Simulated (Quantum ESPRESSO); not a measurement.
The system is PtS2.

```
Pt S
1.0
     3.54320    0.00000    0.00000
    -1.77160    3.06850    0.00000
     0.00000    0.00000    5.03880
Pt S
1 2
Direct
  0.00000 0.00000 0.00000
  0.66667 0.33333 0.77300
  0.33333 0.66667 0.22700
```

Program: Quantum ESPRESSO 7.5. Alike in all runs: task dielectric tensor; no spin polarisation; cell as given; k mesh 8 × 8 × 4, shifted; cutoff (eV) 612; smearing fermi-dirac 0.05 eV.

Task: Order these runs on this cell by their pressure, lowest first.
A. level BLYP; potentials or basis GBRV 1.5 PBE
B. level PBEsol; potentials or basis GBRV 1.5 PBEsol
C. level PBE; potentials or basis GBRV 1.5 PBE
D. level LDA; potentials or basis GBRV 1.5 LDA; form of the LDA correlation PZ81

Result: D (3.4 GPa), B (6.0 GPa), C (11.3 GPa), A (19.3 GPa).

Caveats: the cell is more than 3 GPa from zero pressure, which shifts response properties; the potentials were made for another functional, which shifts forces and pressure (some runs).
